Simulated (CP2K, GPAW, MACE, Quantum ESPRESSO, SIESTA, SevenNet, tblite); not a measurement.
# SIESTA on random fluorite-type (Ti, Sn, Zr)O2 solid solution (96 atoms): settings against a plane-wave reference, part 2 of 2

Aim: run random fluorite-type (Ti, Sn, Zr)O2 solid solution (96 atoms) in SIESTA and see how near its forces come to a plane-wave reference, and at what cost.

Program: SIESTA 5.4.2; the method stands at each step. Banners, paths, timers and routine set-up lines are dropped from the logs unmarked, and long logs keep their key lines alone; longer cuts are marked. The potentials were converted by us to PSML.

So far. Step 3 (PBE, SZP, shift 0.01 Ry, mesh 500 Ry): Against the first run (13 %), the force difference from the reference is 15 %, at 0.78 times the CPU time (on 2 against 4 cores), with 1000 basis functions against 1432: the smaller basis costs accuracy.

### Step 5. PBE, DZ, shift 0.01 Ry, mesh 500 Ry

Method: Kohn-Sham DFT, PBE, PseudoDojo 0.4.1 norm-conserving pseudopotentials (converted to PSML), numerical atomic orbitals (DZ), diagonalisation.

The input, input.fdf:

```
SystemLabel cell
NumberOfAtoms 96
NumberOfSpecies 4
%block ChemicalSpeciesLabel
  1 40 Zr
  2 8 O
  3 22 Ti
  4 50 Sn
%endblock ChemicalSpeciesLabel
LatticeConstant 1.0 Ang
%block LatticeVectors
  9.96600 0.00000 0.00000
  0.00000 9.96600 0.00000
  0.00000 0.00000 9.96600
%endblock LatticeVectors
PAO.BasisSize DZ
PAO.EnergyShift 0.01 Ry
XC.Functional GGA
XC.Authors PBE
MeshCutoff 500 Ry
%block kgrid_Monkhorst_Pack
  1 0 0 0.0
  0 1 0 0.0
  0 0 1 0.0
%endblock kgrid_Monkhorst_Pack
SolutionMethod diagon
OccupationFunction FD
ElectronicTemperature 580 K
SCF.Mixer.Method Pulay
SCF.Mixer.Weight 0.15
SCF.Mixer.History 8
SCF.Mix Hamiltonian
MaxSCFIterations 300
SCF.DM.Tolerance 1e-04
SCF.H.Tolerance 1.0e-3 eV
WriteForces T
Write.HirshfeldPop T
Write.VoronoiPop T
Write.DM F
Write.H F
XML.Write F
AtomicCoordinatesFormat Fractional
%block AtomicCoordinatesAndAtomicSpecies
[... 96 atom lines left out: the same atoms as in the first run ...]
%endblock AtomicCoordinatesAndAtomicSpecies
```

Command:

```bash
$ OMP_NUM_THREADS=1 mpirun -np 2 siesta < input.fdf > output.txt
```

What it wrote:

```text
Version         : 5.4.2
reinit: System Name:
reinit: System Label: cell
initatom: Reading input for the pseudopotentials and atomic orbitals ----------
Species number:   1 Atomic number:   40 Label: Zr
Species number:   2 Atomic number:    8 Label: O
Species number:   3 Atomic number:   22 Label: Ti
Species number:   4 Atomic number:   50 Label: Sn
Ground state valence configuration (from tables):   5s02  5p00  4d02  4f00
Ground state valence configuration (from tables):   2s02  2p04  3d00  4f00
Ground state valence configuration (from tables):   4s02  4p00  3d02  4f00
Ground state valence configuration (from tables):   5s02  5p02  5d00  4f00
---- Processing specs for species: Zr
GGA--PBE XC_GGA_X_PBE--XC_GGA_C_PBE pb
[... lines left out ...]
stepf: Fermi-Dirac step function
        iscf     Eharris(eV)        E_KS(eV)     FreeEng(eV)     dDmax    Ef(eV) dHmax(eV)
[... lines left out ...]
SCF Convergence by DM+H criterion
[... lines left out ...]
SCF cycle converged after 26 iterations
[... lines left out ...]
   Max    3.529780
[... lines left out ...]
   Max    3.529780    constrained
Stress tensor Voigt[x,y,z,yz,xz,xy] (kbar):      -73.82      -78.55      -80.11       -2.27        7.34      -22.26
[... lines left out ...]
siesta: FreeEng =    -81902.540629
[... lines left out ...]
siesta:         Total =  -81902.539593
siesta:         Fermi =      -5.412449
siesta: Stress tensor (static) (eV/Ang**3):
siesta:    -0.046078   -0.013892    0.004583
siesta:    -0.013892   -0.049028   -0.001419
siesta:     0.004583   -0.001419   -0.049998
siesta: Cell volume =        989.834641 Ang**3
siesta: Pressure (static):
siesta:                Solid            Molecule  Units
siesta:           0.00052679          0.00061891  Ry/Bohr**3
siesta:           0.04836796          0.05682534  eV/Ang**3
siesta:          77.49402025         91.04423453  kBar
    Orbital volume contribution        =          31.465289 eV
    (Free)E + p_basis*V_orbitals       =      -81871.075340 eV
    (Free)Eharris+ p_basis*V_orbitals  =      -81871.075338 eV
Hirshfeld Atomic Populations:
Atom #   charge [q] valence [e]  Species
     1     0.529685   11.470315  Zr
     2    -0.273744    6.273744  O
     3    -0.256262    6.256262  O
     4     0.527179   11.472821  Ti
     5    -0.278832    6.278832  O
[...]
7     0.544030   11.455970  Zr
[...]
10     0.632734   13.367266  Sn
[...]
13     0.566314   11.433686  Zr
[...]
16     0.517300   11.482700  Ti
[...]
19     0.495244   11.504756  Ti
[...]
28     0.637601   13.362399  Sn
[...]
49     0.619816   13.380184  Sn
[...]
--------------------
 Total    -0.000060
Voronoi Atomic Populations:
Atom #   charge [q] valence [e]  Species
[...]
76     0.559487   11.440513  Zr
[...]
79     0.535676   11.464324  Zr
[...]
85     0.574340   11.425660  Ti
[...]
88     0.645299   13.354701  Sn
[...]
91     0.541049   11.458951  Ti
[...]
94     0.663761   13.336239  Sn
    95    -0.306704    6.306704  O
    96    -0.270437    6.270437  O
--------------------
 Total    -0.000060
```

It took 3.4 min on 2 MPI ranks of Arm Neoverse V1, shared host; peak memory 1.7 GiB; 6.7 min of CPU time.

Numbers from this run, and their distance from the reference:

- r.m.s. force component: 1.274 eV/Å
- r.m.s. difference of force components: 217.3 meV/Å
- longest difference of force vectors: 1152 meV/Å
- force difference over r.m.s. force: 19.69 %
- slope of forces against the reference's: 1.147
- correlation of force components: 0.9935
- gap (highest filled to lowest empty level): 0.7847 eV
- gap difference: -0.1342 eV
- pressure: 7.749 GPa
- pressure difference: -2.102 GPa

This is a coarse setting, run to see what it loses.

Against the first run (13 %), the force difference from the reference is 20 %, at 0.44 times the CPU time (on 2 against 4 cores), with 1000 basis functions against 1432: the smaller basis costs accuracy.

### Step 6. Side by side

Differences are against the plane-wave reference, forces as r.m.s. over components; share is that over the reference's r.m.s. force, slope the least-squares factor from reference forces to these. Total energies of different programs have different zeros and aren't compared.

| run | Δ force, r.m.s. (meV/Å) | share (%) | slope | Δ pressure (GPa) | Δ gap (eV) | cores | CPU time | memory (GiB) |
| --- | --- | --- | --- | --- | --- | --- | --- | --- |
| reference | - | - | - | - | - | 1 | 26 min | 3.0 |
| SIESTA PBE, DZP, shift 0.01 Ry, mesh 500 Ry | 141 | 12.8 | 1.095 | 3.24 | -0.105 | 4 | 15 min | 3.1 |
| SIESTA PBE, SZP, shift 0.01 Ry, mesh 500 Ry (coarse) | 165 | 15.0 | 1.107 | 6.93 | -0.239 | 2 | 12 min | 2.3 |
| SIESTA PBE, DZP, shift 0.01 Ry, mesh 150 Ry (coarse) | 141 | 12.8 | 1.095 | 3.17 | -0.105 | 2 | 4.2 min | 1.0 |
| SIESTA PBE, DZ, shift 0.01 Ry, mesh 500 Ry (coarse) | 217 | 19.7 | 1.147 | -2.10 | -0.134 | 2 | 6.7 min | 1.7 |

Rows marked coarse were listed beforehand as settings not expected to be converged; some can still land near the reference.

CPU time is summed over cores on a shared host, where runs went side by side, so it is rough. Symmetry, cutoffs, thresholds, outputs and thread counts weren't matched or tuned between programs; memory under MPI is the largest rank's times the ranks.

Within one program, basis, potentials and functional, energies share a zero. Each run against its twin at the usual cutoff or grid and solver:

| run | twin | Δ energy (meV/atom) | Δ force, r.m.s. (meV/Å) | CPU time over the twin's |
| --- | --- | --- | --- | --- |
| SIESTA PBE, DZP, shift 0.01 Ry, mesh 150 Ry | DZP, shift 0.01 Ry, mesh 500 Ry | 2.29 | 9.69 | 0.28 (this twin ran on 4 cores) |

### Step 7. Results

* nearest in forces: a tie at 13 % of 2 runs: SIESTA PBE, DZP, shift 0.01 Ry, mesh 500 Ry; SIESTA PBE, DZP, shift 0.01 Ry, mesh 150 Ry (coarse)

The PBE run in local orbitals, coarse settings apart, differs by 13 % (SIESTA PBE, DZP, shift 0.01 Ry, mesh 500 Ry); basis, grid and potentials can all enter. Runs with settings chosen to be coarse differ by 13 % (SIESTA PBE, DZP, shift 0.01 Ry, mesh 150 Ry) to 20 % (SIESTA PBE, DZ, shift 0.01 Ry, mesh 500 Ry), their programs' other errors included. Of the electronic-structure runs that take under half the reference's CPU time, SIESTA PBE, DZP, shift 0.01 Ry, mesh 150 Ry comes nearest, at 13 % in 4.2 min against 26 min; its pressure misses by +3.2 GPa. SIESTA PBE, DZ, shift 0.01 Ry, mesh 500 Ry stiffens the forces by a factor of 1.15 while following their directions (correlation 0.993); the slopes of the 4 SIESTA runs lie between 1.09 and 1.15. At the same functional, gaps differ from the reference's 0.919 eV by between -0.24 and -0.10 eV. These are spacings on the run's k-points, which needn't hold the band edges. In pressure, SIESTA PBE, SZP, shift 0.01 Ry, mesh 500 Ry misses by +6.9 GPa, at the same functional. The reference's pressure holds the uncorrected Pulay stress of its 60 Ry basis, so small pressure differences, and their order, may be the reference's own error. The host structure and its lattice constant were typed by rule, without a check against the phase diagram. The reference's pressure of 9.9 GPa belongs to a cell and atoms that aren't relaxed at this level. The runs have no spin polarisation, so any moments at edges, vacancies or dangling bonds can't form. The electronic-structure runs sample only Γ, in a cell whose shortest periodic width is 10 Å.

[Also dropped from logs without a mark: logging warnings of Python, and SIESTA's first energy breakdown and zero terms.]

[Logs are printed without paths, hosts, clocks, repeated set-up lines and the standing remarks that a program may print on its own settings, such as how far it seeks lower states.]

[Hosts, paths, dates, database ids (printed as entryN), source tags and the programs' standing remarks are cut or masked in the printed files.]
